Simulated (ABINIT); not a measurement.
# HfO2 (P2_12_12) in ABINIT: single point with PBE

Aim: the single point of HfO2 with PBE.

All numbers are computed with ABINIT 10.8.3 (patched build); they aren't measurements. Logs are shortened: lines on timing, memory, paths and dates and some standing lists are left out, and cuts for length are marked. The log counts tension as positive stress, the text compression.

## (1) The undisturbed crystal

The structure is orthorhombic, space group P2_12_12 (No. 18). The conventional cell has a = 5.080 Å, b = 5.165 Å, c = 4.891 Å, α = 90.00°, β = 90.00°, γ = 90.00°. Hf (site symmetry 1) is surrounded by 7 O at 1.99 to 2.25 Å. O (site symmetry 1) has 3 Hf at 1.99 to 2.25 Å as nearest neighbours. O (site symmetry 2) has 4 Hf at 2.13 to 2.15 Å as nearest neighbours. O (site symmetry 2) is surrounded by 4 Hf at 2.16 to 2.18 Å.

The cell comes from a database or a generator and needn't be the stable form of this composition.

## (2) Single point, PBE (atoms moved at random, drawn with an rms of 0.05 Å)

File run.abi:

```
# Pseudopotentials
pp_dirpath "./"
pseudos "Hf.GGA_PBE-JTH.xml, O.GGA_PBE-JTH.xml"

# Structure
acell 9.6004122916 9.7601849505 9.2424306059
rprim
     1.0000000000     0.0000000000     0.0000000000
     0.0000000000     1.0000000000     0.0000000000
     0.0000000000     0.0000000000     1.0000000000
ntypat 2
znucl 72 8
natom 12
typat 1 1 1 1 2 2 2 2 2 2 2 2
xcart
     1.1109032826     4.0464412280     1.2851139152
     3.7364834730     3.7621824182     3.5488887579
     3.9957524932     1.1334301619     1.3700587825
     1.4077819073     1.4478156436     3.6067919295
     0.9582600059     0.8830632123     0.5166338217
     3.4899406528     1.7340061139     4.3304568561
     4.1577079954     4.3149575219     0.5602800674
     1.5248172254     3.4006262021     4.3269892196
     0.0248529225     2.5555609197     2.4140912608
     2.5595106366    -0.0379204568     2.5194017676
    -0.0151291912    -0.0350332959     2.8133438749
     2.5104144299     2.6090844410     2.1038771835 Angstrom
chkprim 0
chksymtnons 0
tolsym 1.0e-6

# Plane-wave basis
ecut 23.0
pawecutdg 45.0
pawxcdev 0

# k points
kptopt 1
ngkpt 5 5 6
nshiftk 1
shiftk 0.0 0.0 0.0

# Exchange and correlation
ixc 11

# Bands and occupations
nband 58
occopt 3
tsmear 0.00183747

# SCF cycle
nstep 100
tolvrs 1.0e-9

# Output
iomode 3
prtwf 0
prteig 0
prtebands 0
prtden 1
prtvha 1
prtvclmb 1
prtpot 1
```

Potentials or basis: JTH PAW PBE v2.0.

Command:

```bash
abinit run.abi > log 2>&1
```

run.abo:

```text
.Version 10.8.3 of ABINIT
 Symmetries : space group P1 (#  1); Bravais aP (primitive triclinic)
================================================================================
 Values of the parameters that define the memory need of the present run
     intxc =       0    ionmov =       0      iscf =      17    lmnmax =      18
     lnmax =       6     mgfft =      45  mpssoang =       3    mqgrid =    3001
     natom =      12  nloc_mem =       2    nspden =       1   nspinor =       1
    nsppol =       1      nsym =       1    n1xccc =       1    ntypat =       2
    occopt =       3   xclevel =       2
       mpw =        4582          nfft =       81000          nkpt =          76
 PAW method is used; the additional fine FFT grid is defined by:
   mgfftf=        60    nfftf =    216000
================================================================================
================================================================================

--------------------------------------------------------------------------------
------------- Echo of variables that govern the present computation ------------
--------------------------------------------------------------------------------
 -outvars: echo values of preprocessed input variables --------
            acell      9.6004122916E+00  9.7601849505E+00  9.2424306059E+00 Bohr
              amu      1.78490000E+02  1.59994000E+01
          chkprim           0
      chksymtnons           0
             ecut      2.30000000E+01 Hartree
                       outvar_i_n : Printing only first  50 k-points.
              ixc          11
                       outvar_i_n : Printing only first  50 k-points.
         kptrlatt        5    0    0      0    5    0      0    0    6
          kptrlen      4.80020615E+01
            natom          12
            nband          58
            ngfft          45      45      40
          ngfftdg          60      60      60
             nkpt          76
            nstep         100
             nsym           1
           ntypat           2
                       prtocc : prtvol=0, do not print more k-points.
           occopt           3
        pawecutdg      4.50000000E+01 Hartree
         pawxcdev           0
        prtebands           0
           prteig           0
           prtpot           1
         prtvclmb           1
           prtvha           1
            prtwf           0
          spgroup           1
           tolsym      1.00000000E-06
           tolvrs      1.00000000E-09
           tsmear      1.83747000E-03 Hartree
            typat      1  1  1  1  2  2  2  2  2  2  2  2
           useylm           1
                       outvars : Printing only first  50 k-points.
           xangst      1.1109032826E+00  4.0464412280E+00  1.2851139152E+00
                       3.7364834730E+00  3.7621824182E+00  3.5488887579E+00
                       3.9957524932E+00  1.1334301619E+00  1.3700587825E+00
[... 298 lines left out ...]
local_psp           : -1.07554826075462E+02
PAW spherical_terms : -7.04312503952274E+01
internal            : -3.30220953136618E+02
'-kT*entropy'       : -8.46233417957826E-14
total_energy        : -3.30220953136618E+02
total_energy_eV     : -8.98576990231650E+03
...

--- !EnergyTermsDC
iteration_state     : {dtset: 1, }
comment             : '"Double-counting" decomposition of free energy'
band_energy         : -5.93005247345355E+01
Ewald energy        : -2.72292585848096E+02
psp_core            :  4.52324810827134E+01
xc_dc               : -6.56844165266528E+01
PAW spherical_terms :  2.18241024832527E+01
internal            : -3.30220943543318E+02
'-kT*entropy'       : -8.46233417957826E-14
total_energy_dc     : -3.30220943543318E+02
total_energy_dc_eV  : -8.98576964126951E+03
...

--- !EnergyTermsWithPAWCore
iteration_state     : {dtset: 1, }
comment             : 'Components of total free energy, including PAW core contributions'
Total energy        : -6.09169204729593E+04
Total energy DC     : -6.09169204633660E+04
Total energy (eV)   : -1.65763385190540E+06
Total energy DC (eV): -1.65763385164436E+06
...

 Cartesian components of stress tensor (hartree/bohr^3)
  sigma(1 1)= -2.03683370E-04  sigma(3 2)=  5.94421626E-06
  sigma(2 2)= -2.29848826E-04  sigma(3 1)=  5.93954364E-05
  sigma(3 3)= -2.65395428E-04  sigma(2 1)= -1.86603998E-05

-Cartesian components of stress tensor (GPa)         [Pressure=  6.8544E+00 GPa]
- sigma(1 1)= -5.99257165E+00  sigma(3 2)=  1.74884880E-01
- sigma(2 2)= -6.76238592E+00  sigma(3 1)=  1.74747407E+00
- sigma(3 3)= -7.80820306E+00  sigma(2 1)= -5.49007917E-01

== END DATASET(S) ==============================================================
================================================================================

 -outvars: echo values of variables after computation  --------
            acell      9.6004122916E+00  9.7601849505E+00  9.2424306059E+00 Bohr
           etotal     -3.3022094354E+02
            fcart      1.7824035805E-02 -1.4570071295E-02  1.0792782400E-02
                      -2.1574138445E-02 -3.0198218001E-02  3.6627826023E-03
                      -3.0003899614E-02  1.3060630087E-02 -1.2724590258E-02
                       1.9700077667E-02  8.6107490329E-03 -2.7674232915E-02
                      -5.4846710914E-03 -1.2491036184E-02  2.1324517242E-02
                       5.6513484146E-03 -5.1012317220E-03  2.1854976541E-02
                      -4.8719559251E-03 -1.1250232234E-03 -9.0205177419E-03
                       2.0727613684E-03  1.3018045201E-02  1.8752321484E-02
                      -5.9976740699E-03  5.7569820755E-03 -8.3257154975E-03
                      -9.0751335721E-03  1.5895576727E-02 -7.6553152907E-03
                       1.6780714305E-02  1.4239879339E-02  9.5144126208E-04
                       1.4978535156E-02 -7.0962820374E-03 -1.1938449828E-02
           strten     -2.0368337035E-04 -2.2984882556E-04 -2.6539542772E-04
                       5.9442162591E-06  5.9395436448E-05 -1.8660399799E-05
           xangst      1.1109032826E+00  4.0464412280E+00  1.2851139152E+00
                       3.7364834730E+00  3.7621824182E+00  3.5488887579E+00
                       3.9957524932E+00  1.1334301619E+00  1.3700587825E+00
                       1.4077819073E+00  1.4478156436E+00  3.6067919295E+00
                       9.5826000590E-01  8.8306321230E-01  5.1663382170E-01
                       3.4899406528E+00  1.7340061139E+00  4.3304568561E+00
                       4.1577079954E+00  4.3149575219E+00  5.6028006740E-01
                       1.5248172254E+00  3.4006262021E+00  4.3269892196E+00
                       2.4852922500E-02  2.5555609197E+00  2.4140912608E+00
                       2.5595106366E+00 -3.7920456800E-02  2.5194017676E+00
                      -1.5129191200E-02 -3.5033295900E-02  2.8133438749E+00
                       2.5104144299E+00  2.6090844410E+00  2.1038771835E+00
             xred      2.1866800016E-01  7.8345500052E-01  2.6275700017E-01
                       7.3548200051E-01  7.2841800049E-01  7.2561300049E-01
                       7.8651600053E-01  2.1945000015E-01  2.8012500020E-01
                       2.7710500018E-01  2.8032000019E-01  7.3745200051E-01
                       1.8862200013E-01  1.7097500012E-01  1.0563200007E-01
                       6.8695300047E-01  3.3573100024E-01  8.8541400061E-01
                       8.1839500056E-01  8.3544400057E-01  1.1455600008E-01
                       3.0014200021E-01  6.5841500045E-01  8.8470500061E-01
                       4.8920000024E-03  4.9479700034E-01  4.9359000033E-01
                       5.0380900034E-01 -7.3420000015E-03  5.1512200036E-01
                      -2.9780000073E-03 -6.7830000020E-03  5.7522200039E-01
                       4.9414500033E-01  5.0516000033E-01  4.3016300029E-01
 Calculation completed.
```

It took 75 min on 1 thread of AMD EPYC (Zen 3), shared host; peak memory 0.64 GiB.

Results:

* Free energy: -8985.7696 eV
* Pressure: 6.9 GPa
* Largest force: 1.918 eV/Å
* Band gap on the k mesh: 3.78 eV, direct

Forces on the atoms (eV/Å):
```
Hf   0.917 -0.749  0.555
Hf  -1.109 -1.553  0.188
Hf  -1.543  0.672 -0.654
Hf   1.013  0.443 -1.423
O   -0.282 -0.642  1.097
O    0.291 -0.262  1.124
O   -0.251 -0.058 -0.464
O    0.107  0.669  0.964
O   -0.308  0.296 -0.428
O   -0.467  0.817 -0.394
O    0.863  0.732  0.049
O    0.770 -0.365 -0.614
```

Levels at points of the mesh, in eV from the valence-band top:
```
           k point  band 44  band 45  band 46  band 47  band 48  band 49  band 50  band 51  band 52  band 53
(0.00, 0.00, 0.00)    -1.17    -0.97    -0.29    -0.20    -0.10     4.00     4.56     5.06     5.43     5.60
(0.00, 0.00, 0.50)    -0.96    -0.86    -0.54    -0.14     0.00     3.78     4.74     5.49     5.55     5.67
```

Caveat: spin-orbit coupling is left out, which moves the levels of the heavy elements; an odd mesh through Γ misses points on the zone boundary, where band edges often lie; the atomic spheres overlap.
